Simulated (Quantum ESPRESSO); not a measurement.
# Ge (I4_1/amd) in Quantum ESPRESSO: single point with PBE

Aim: the single point of Ge with PBE.

Everything below comes from runs of Quantum ESPRESSO 7.5. Logs are shortened: lines on timing, memory, paths and dates and some standing lists are left out, and cuts for length are marked.

**1. The structure**

The structure is tetragonal, space group I4_1/amd (No. 141). Conventional cell: a = 4.002 Å, b = 4.002 Å, c = 5.858 Å, α = 90.00°, β = 90.00°, γ = 90.00°. Around Ge (site symmetry -4m2) lie 4 Ge at 2.48 Å.

**2. Single point, PBE**

File pw.in:

```
&CONTROL
  calculation = 'scf'
  prefix = 'pwscf'
  outdir = './tmp'
  pseudo_dir = './pseudo'
  tprnfor = .true.
  tstress = .true.
  disk_io = 'nowf'
/
&SYSTEM
  ibrav = 0
  nat = 2
  ntyp = 1
  ecutwfc = 78
  nbnd = 21
  occupations = 'smearing'
  smearing = 'gaussian'
  degauss = 0.00073499
/
&ELECTRONS
  conv_thr = 4d-10
  electron_maxstep = 120
  mixing_beta = 0.5
/
ATOMIC_SPECIES
Ge    72.6300 Ge.upf
CELL_PARAMETERS angstrom
   0.0000000000    2.8297500000    2.9290800000
   2.8297500000    0.0000000000    2.9290800000
   2.8297500000    2.8297500000    0.0000000000
ATOMIC_POSITIONS crystal
Ge     0.0000000000    0.0000000000    0.0000000000
Ge     0.2500000000    0.2500000000    0.2500000000
K_POINTS automatic
10 10 10 0 0 0
```

Potentials or basis: PseudoDojo 0.4.1 SR PBE standard.

On the command line:

```bash
$ OMP_NUM_THREADS=1 pw.x -in pw.in > pw.out
```

pw.out:

```text
This program is part of the open-source Quantum ESPRESSO suite
     for quantum simulation of materials; please cite
         "P. Giannozzi et al., J. Phys.:Condens. Matter 21 395502 (2009);
         "P. Giannozzi et al., J. Phys.:Condens. Matter 29 465901 (2017);
         "P. Giannozzi et al., J. Chem. Phys. 152 154105 (2020);
     in publications or presentations arising from this work. More details at

     Message from routine setup:
     using ibrav=0 with symmetry is DISCOURAGED, use correct ibrav instead

     G-vector sticks info
     --------------------
     sticks:   dense  smooth     PW     G-vecs:    dense   smooth      PW
     Sum        1261    1261    371                29507    29507    4733

     Using Slab Decomposition

     bravais-lattice index     =            0
     lattice parameter (alat)  =       7.6963  a.u.
     unit-cell volume          =     316.5585 (a.u.)^3
     number of atoms/cell      =            2
     number of atomic types    =            1
     number of electrons       =        28.00
     number of Kohn-Sham states=           21
     kinetic-energy cutoff     =      78.0000  Ry
     charge density cutoff     =     312.0000  Ry
     scf convergence threshold =      4.0E-10
     mixing beta               =       0.5000
     number of iterations used =            8  plain     mixing
     Exchange-correlation= PBE
                           (   1   4   3   4   0   0   0)

     celldm(1)=   7.696313  celldm(2)=   0.000000  celldm(3)=   0.000000
     celldm(4)=   0.000000  celldm(5)=   0.000000  celldm(6)=   0.000000

     crystal axes: (cart. coord. in units of alat)
               a(1) = (   0.000000   0.694807   0.719196 )
               a(2) = (   0.694807   0.000000   0.719196 )
               a(3) = (   0.694807   0.694807   0.000000 )

     reciprocal axes: (cart. coord. in units 2 pi/alat)
               b(1) = ( -0.719624  0.719624  0.695221 )
               b(2) = (  0.719624 -0.719624  0.695221 )
               b(3) = (  0.719624  0.719624 -0.695221 )

     PseudoPot. # 1 for Ge read from file:
     Ge.upf
     Pseudo is Norm-conserving + core correction, Zval = 14.0
     Generated using ONCVPSP code by D. R. Hamann
     Using radial grid of 1560 points,  6 beta functions with:
                l(1) =   0
                l(2) =   0
                l(3) =   1
                l(4) =   1
                l(5) =   2
                l(6) =   2

     atomic species   valence    mass     pseudopotential
     Ge               14.00    72.63000     Ge( 1.00)

     16 Sym. Ops., with inversion, found ( 8 have fractional translation)

   Cartesian axes

     site n.     atom                  positions (alat units)
         1        Ge     tau(   1) = (   0.0000000   0.0000000   0.0000000  )
         2        Ge     tau(   2) = (   0.3474035   0.3474035   0.3595981  )

     number of k points=   102  Gaussian smearing, width (Ry)=  0.0007

     Number of k-points >= 100: set verbosity='high' to print them.

     Dense  grid:    29507 G-vectors     FFT dimensions: (  48,  48,  48)

     Initial potential from superposition of free atoms

     starting charge      27.9984, renormalised to      28.0000
     Starting wfcs are   18 randomized atomic wfcs +    3 random wfcs

     Self-consistent Calculation

     iteration #  1     ecut=    78.00 Ry     beta= 0.50
     Davidson diagonalization with overlap
     ethr =  1.00E-02,  avg # of iterations =  5.2

     Threshold (ethr) on eigenvalues was too large:
     Diagonalizing with lowered threshold

     Davidson diagonalization with overlap
     ethr =  1.12E-04,  avg # of iterations =  3.6

     total energy              =    -357.28445789 Ry
     estimated scf accuracy    <       0.03207808 Ry

     iteration #  2     ecut=    78.00 Ry     beta= 0.50
     Davidson diagonalization with overlap
     ethr =  1.15E-04,  avg # of iterations =  1.0

     total energy              =    -357.28417132 Ry
     estimated scf accuracy    <       0.00623228 Ry

     iteration #  3     ecut=    78.00 Ry     beta= 0.50
     Davidson diagonalization with overlap
     ethr =  2.23E-05,  avg # of iterations =  2.0

     total energy              =    -357.28448659 Ry
     estimated scf accuracy    <       0.00008275 Ry

     iteration #  4     ecut=    78.00 Ry     beta= 0.50
     Davidson diagonalization with overlap
     ethr =  2.96E-07,  avg # of iterations =  4.9

     total energy              =    -357.28450167 Ry
     estimated scf accuracy    <       0.00000547 Ry

     iteration #  5     ecut=    78.00 Ry     beta= 0.50
     Davidson diagonalization with overlap
     ethr =  1.95E-08,  avg # of iterations =  1.4

     total energy              =    -357.28450177 Ry
     estimated scf accuracy    <       0.00000060 Ry

     iteration #  6     ecut=    78.00 Ry     beta= 0.50
     Davidson diagonalization with overlap
     ethr =  2.15E-09,  avg # of iterations =  2.0

     total energy              =    -357.28450203 Ry
     estimated scf accuracy    <       0.00000017 Ry

     iteration #  7     ecut=    78.00 Ry     beta= 0.50
     Davidson diagonalization with overlap
     ethr =  5.97E-10,  avg # of iterations =  2.0

     total energy              =    -357.28450205 Ry
     estimated scf accuracy    <          2.0E-09 Ry

     iteration #  8     ecut=    78.00 Ry     beta= 0.50
     Davidson diagonalization with overlap
     ethr =  7.17E-12,  avg # of iterations =  2.5

     total energy              =    -357.28450206 Ry
     estimated scf accuracy    <          1.1E-09 Ry

     iteration #  9     ecut=    78.00 Ry     beta= 0.50
     Davidson diagonalization with overlap
     ethr =  4.06E-12,  avg # of iterations =  2.0

     End of self-consistent calculation

     Number of k-points >= 100: set verbosity='high' to print the bands.

     the Fermi energy is     9.1087 ev

!    total energy              =    -357.28450206 Ry
     estimated scf accuracy    <          3.3E-11 Ry
     smearing contrib. (-TS)   =      -0.00000132 Ry
     internal energy E=F+TS    =    -357.28450073 Ry

     The total energy is F=E-TS. E is the sum of the following terms:
     one-electron contribution =    -186.87560501 Ry
     hartree contribution      =     112.09411578 Ry
     xc contribution           =     -87.28300496 Ry
     ewald contribution        =    -195.22000655 Ry

     convergence has been achieved in   9 iterations

     Forces acting on atoms (cartesian axes, Ry/au):

     atom    1 type  1   force =    -0.00000000    0.00000000   -0.00000000
     atom    2 type  1   force =     0.00000000   -0.00000000    0.00000000

     Total force =     0.000000     Total SCF correction =     0.000000

     Computing stress (Cartesian axis) and pressure

          total   stress  (Ry/bohr**3)                   (kbar)     P=       12.37
   0.00014053   0.00000000  -0.00000000           20.67        0.00       -0.00
   0.00000000   0.00014053   0.00000000            0.00       20.67        0.00
  -0.00000000   0.00000000  -0.00002876           -0.00        0.00       -4.23

=------------------------------------------------------------------------------=
   JOB DONE.
=------------------------------------------------------------------------------=
```

Wall time 77 s (1 thread of Intel Xeon 6975P-C (Granite Rapids), shared host); peak memory 0.18 GiB.

Results:

```
Free energy            : -4861.1033 eV
Pressure               : 1.2 GPa
Band gap on the k mesh : none (metal or under the smearing width)
```

Levels at points of the mesh, in eV from the Fermi level:
```csv
k point,band 12,band 13,band 14,band 15,band 16,band 17
"(0.00, 0.00, 0.00)",-0.35,-0.23,0.04,0.04,2.44,2.44
"(0.00, 0.00, -0.50)",-7.49,-1.55,-1.25,0.00,3.60,3.77
"(0.00, -0.50, -0.50)",-8.75,-3.07,-3.07,0.66,0.66,9.12
"(-0.50, -0.50, 0.00)",-8.91,-2.84,-2.84,0.92,0.92,9.14
```
